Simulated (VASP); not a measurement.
# GaN in VASP: notebook, part 2 of 2

VASP 6.6.1.

**6. Single point, PBE**

INCAR reads:

```
PREC = Normal
ENCUT = 450
EDIFF = 1E-4
ISMEAR = 0
SIGMA = 0.05
LREAL = Auto
LASPH = T
NELM = 100
ALGO = Normal
ISIF = 2
LWAVE = F
LCHARG = F
GGA = PE
ADDGRID = F
```

KPOINTS reads:

```
Automatic mesh
0
Gamma
  5 5 3
```

POSCAR reads:

```
GaN
1.0
    3.1800000000      0.0000000000      0.0000000000
   -1.5900000000      2.7539607840      0.0000000000
    0.0000000000      0.0000000000      5.1660000000
Ga N
2 2
Direct
    0.6521390000      0.3316270000      0.5245870000
    0.3764220000      0.6884330000      0.0161300000
    0.6603830000      0.3218970000      0.8783140000
    0.3311160000      0.6688000000      0.3826530000
```

Potentials or basis: VASP PAW PBE potentials, release 64 (Ga, N).

On the command line:

```sh
> cat potpaw_PBE.64/Ga/POTCAR potpaw_PBE.64/N/POTCAR > POTCAR
> mpirun -np 1 vasp_std > vasp.out
```

OUTCAR:

```text
PREC = Normal
   ENCUT = 450
   EDIFF = 1E-4
   ISMEAR = 0
   LREAL = Auto
   LASPH = T
   NELM = 100
   ISIF = 2
   GGA = PE

 Found     38 irreducible k-points:

 Following reciprocal coordinates:
            Coordinates               Weight
  0.000000  0.000000  0.000000      1.000000
  0.200000  0.000000  0.000000      2.000000
  0.000000  0.200000  0.000000      2.000000
 -0.200000  0.200000  0.000000      2.000000
  0.400000  0.000000  0.000000      2.000000
  0.000000  0.400000  0.000000      2.000000
   k-points           NKPTS =     38   k-points in BZ     NKDIM =     38   number of bands    NBANDS=     12
   number of dos      NEDOS =    301   number of ions     NIONS =      4
   total plane-waves  NPLWV =   9072
   dimension x,y,z NGX =    18 NGY =   18 NGZ =   28
   dimension x,y,z NGXF=    36 NGYF=   36 NGZF=   56
   ions per type =               2   2
   NGX,Y,Z   is equivalent  to a cutoff of   9.41,  9.41,  9.01 a.u.
   NGXF,Y,Z  is equivalent  to a cutoff of  18.82, 18.82, 18.02 a.u.
 SYSTEM =  unknown system
   PREC   = normal    normal or accurate (medium, high low for compatibility)
   ISTART =      0    job   : 0-new  1-cont  2-samecut
   ICHARG =      2    charge: 1-file 2-atom 10-const
   ISPIN  =      1    spin polarized calculation?
   LNONCOLLINEAR =      F non collinear calculations
   LSORBIT =      F    spin-orbit coupling
   LASPH  =      T    aspherical Exc in radial PAW
   ENCUT  =  450.0 eV  33.07 Ry    5.75 a.u.   5.50  5.50  8.94*2*pi/ulx,y,z
   NELM   =    100;   NELMIN=  2; NELMDL= -5     # of ELM steps
   EDIFF  = 0.1E-03   stopping-criterion for ELM
   LREAL  =      T    real-space projection
   EDIFFG = 0.1E-02   stopping-criterion for IOM
   NSW    =      0    number of steps for IOM
   IBRION =     -1    ionic relax: 0-MD 1-quasi-New 2-CG
   NFREE  =      0    steps in history (QN), initial steepest desc. (CG)
   ISIF   =      2    stress and relaxation
   ISYM   =      2    0-nonsym 1-usesym 2-fastsym
   POTIM  = 0.5000    time-step for ionic-motion
   TEBEG  =    0.0;   TEEND  =   0.0 temperature during run
   PSTRESS=    0.0 pullay stress
   NELECT =      16.0000    total number of electrons
   NUPDOWN=      -1.0000    fix difference up-down
   EMIN   =  10.00;   EMAX   =-10.00  energy-range for DOS
   EFERMI =   0.00;   METHOD = LEGACY
   ISMEAR =     0;   SIGMA  =   0.05  broadening in eV -4-tet -1-fermi 0-gaus
[... 22 lines left out ...]
 number of electron      16.0000007 magnetization

 Free energy of the ion-electron system (eV)
  ---------------------------------------------------
  ext. energy  EPLUGINS =         0.00000000
  ---------------------------------------------------
  free energy    TOTEN  =       -23.93336399 eV

  energy without entropy =      -23.93336399  energy(sigma->0) =      -23.93336399

 E-fermi :   3.4906     XC(G=0): -10.9083

 val. band max:        3.2687142843   @ k =   0.0000   0.0000   0.0000
 cond. band min:       5.1101359177   @ k =   0.0000   0.0000   0.0000
 fundamental gap:      1.8414216334
 Fermi energy:         3.4905974297

 k-point     1 :       0.0000    0.0000    0.0000
  band No.  band energies     occupation
      1     -12.9396      2.00000
      2     -10.4439      2.00000
      3      -4.2382      2.00000
      4       1.7272      2.00000
      5       2.2826      2.00000
      6       2.8171      2.00000
      7       3.1041      2.00000
      8       3.2687      2.00000
      9       5.1101      0.00000
     10       7.6344      0.00000
     11      12.3004      0.00000
     12      12.8983      0.00000
[... 61 lines left out ...]
 k-point     6 :       0.0000    0.4000    0.0000
  band No.  band energies     occupation
      1     -11.0707      2.00000
      2      -9.7519      2.00000
      3      -3.1378      2.00000
      4      -2.0363      2.00000
      5      -1.3585      2.00000
      6       0.6076      2.00000
      7       0.9357      2.00000
      8       2.4579      2.00000
      9       8.2724      0.00000
     10       8.9328      0.00000
     11       9.4817      0.00000
     12      11.7245      0.00000

 [... further k-points ...]

------------------------ aborting loop because EDIFF is reached ----------------------------------------

  FORCE on cell =-STRESS in cart. coord.  units (eV):
  Direction    XX          YY          ZZ          XY          YZ          ZX
  --------------------------------------------------------------------------------------
  -------------------------------------------------------------------------------------
  Total        1.7637351      3.7322367      7.3157433     -1.0682229     -0.6561804     -0.2475169
  in kB       62.4603879    132.1723128    259.0775414    -37.8297254    -23.2377757     -8.7654891
  external PRESSURE =     151.2367474 kB  Pullay stress =       0.0000000 kB

 VOLUME and BASIS-vectors are now :
 -----------------------------------------------------------------------------
  energy-cutoff  :      450.00
  volume of cell :       45.24
      direct lattice vectors                 reciprocal lattice vectors
     3.180000000  0.000000000  0.000000000     0.314465409  0.181556688  0.000000000
    -1.590000000  2.753960784  0.000000000     0.000000000  0.363113377  0.000000000
     0.000000000  0.000000000  5.166000000     0.000000000  0.000000000  0.193573364

 POSITION                                       TOTAL-FORCE (eV/Angst)
 -----------------------------------------------------------------------------------
      1.54652      0.91329      2.71002         0.425216      0.129342     -2.672133
      0.10241      1.89592      0.08333        -1.014517     -1.159133     -0.279829
      1.58820      0.88649      4.53737         0.880280      1.129465      2.030557
     -0.01044      1.84185      1.97679        -0.290979     -0.099674      0.921406
 -----------------------------------------------------------------------------------
    total drift:                               -0.009930     -0.003882      0.025429

  FREE ENERGIE OF THE ION-ELECTRON SYSTEM (eV)
  ---------------------------------------------------
  free  energy   TOTEN  =       -23.9333639867 eV

  energy  without entropy=      -23.9333639867  energy(sigma->0) =      -23.93336399
```

It took 7.1 s on 1 thread of Intel Xeon 6975P-C (Granite Rapids), shared host; peak memory 0.12 GiB.

The run converged, but some of its settings lie outside the range that counts as converged, so its numbers aren't taken as properties of the crystal.

Results:

- Free energy: -23.9334 eV
- Largest force: 2.709 eV/Å
- Band gap on the k mesh: 1.84 eV, direct

Caveat: the k mesh is coarse (spacing up to 0.46 Å⁻¹), so the values aren't converged; the cutoff is under 1.25 times the usual one of these potentials, so pressure, stress and relaxed cells hold a basis-set (Pulay) error.

**7. The reference run**

An earlier run on the cell as given: functional PBEsol; potentials or basis VASP PAW PBE potentials, release 64 (Ga_d, N); cutoff 520 eV; k mesh 10 × 10 × 5; occupations fermi-dirac, width 0.05 eV; no spin polarisation.

* Pressure: 0.8 GPa
* Largest force: 0.131 eV/Å
* Band gap on the k mesh: 1.93 eV, direct
